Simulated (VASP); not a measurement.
TePt: equation of state with PBEsol

The system is TePt.

```
Pt Te
1.0
     1.98157    1.14406    6.66103
    -1.98157    1.14406    6.66103
     0.00000   -2.28812    6.66103
Pt Te
2 2
Direct
  0.12967 0.12967 0.12967
  0.87033 0.87033 0.87033
  0.40200 0.40200 0.40200
  0.59800 0.59800 0.59800
```

```
Program                : VASP 6.6.1
Task                   : equation of state
Functional             : PBEsol
Potentials or basis    : VASP PAW PBE potentials, release 64 (Pt, Te)
Cutoff                 : 520 eV
k mesh                 : 8 × 8 × 8
Occupations            : fermi-dirac, width 0.05 eV
Spin                   : no spin polarisation
Ladder                 : free
Further INCAR settings : ALGO = Normal; EDIFF = 1e-07; NBANDS = 24
```

```json
{
  "Equilibrium volume": "22.57 Å³/atom",
  "Bulk modulus at fixed shape and positions": "132 GPa",
  "Pressure derivative of the bulk modulus": "5.2"
}
```

Energy against volume, from the lowest point:
```tsv
volume (Å³/atom)	energy (meV/atom)
21.292	33.83
21.745	13.49
22.198	2.58
22.651	0.00
23.104	4.79
23.557	16.09
24.010	33.14
```

All runs of the series together: 31 min on 1 thread of Intel(R) Xeon(R) Platinum 8488C (Sapphire Rapids) (shared host).

Caveat: the cell was scaled at fixed shape and fractional positions, which overstates the stiffness of a crystal with free parameters, most of all of layers and chains; the PAW data sets were made with another functional, which shifts forces and pressure a little. Spin-orbit coupling is left out, which matters for the levels of Pt, Te.
